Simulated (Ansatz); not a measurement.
# BiTe: the cost of one run

Method: DFT PBEsol, scalar-relativistic, plane waves, PAW, in Ansatz 0.2.0.

2 further runs of the same task are left out: 2 set aside as unsound or not needed.

### 1 The structure to begin with

Symmetry: Fm-3m, No. 225, cubic system. The conventional cell has a = 6.394 Å, b = 6.394 Å, c = 6.394 Å, α = 90.00°, β = 90.00°, γ = 90.00°. Bi (site symmetry m-3m) has 6 Te at 3.20 Å as nearest neighbours. Te (site symmetry m-3m) has 6 Bi at 3.20 Å as nearest neighbours.

As a file:

```
CELL_PARAMETERS angstrom
0.00000 -3.19715 -3.19715
0.00000 3.19715 -3.19715
6.39431 0.00000 0.00000
ATOMIC_POSITIONS crystal
Bi 0.50000 0.50000 0.50000
Bi 0.00000 0.00000 0.00000
Te 0.50000 0.50000 0.00000
Te 0.00000 0.00000 0.50000
```

It is built from the cell relaxed beforehand with the same method (32.68 Å³/atom).

### 2 The undisturbed cell

input.yaml

```yaml
crystal:
  lattice:
    - [0.0, -3.19715383, -3.19715383]
    - [0.0, 3.19715383, -3.19715383]
    - [6.39430766, 0.0, 0.0]
  atoms:
    - { symbol: Bi, position: [0.5, 0.5, 0.5] }
    - { symbol: Bi, position: [0.0, 0.0, 0.0] }
    - { symbol: Te, position: [0.5, 0.5, 0.0] }
    - { symbol: Te, position: [0.0, 0.0, 0.5] }
basis:
  ecutwfc: 420
kpoints:
  mp_grid: { grid: [8, 8, 6] }
hamiltonian:
  xc: pbesol
scf:
  occupations: { method: gaussian, width: 0.15 }
output:
  forces: true
  stress: true
  eigenvalues: true
```

Launch:

```sh
ansatz run input.yaml --threads 2 --pin off --max-ram 5120MiB --backend cpu --events-out ev --progress --plain --runs-dir out
```

**Question.** How long does this run take on 2 threads of AMD EPYC 7R43 (Zen 3), shared host, and how much memory does it need?

About 7.3 s, with a peak of 0.58 GiB.
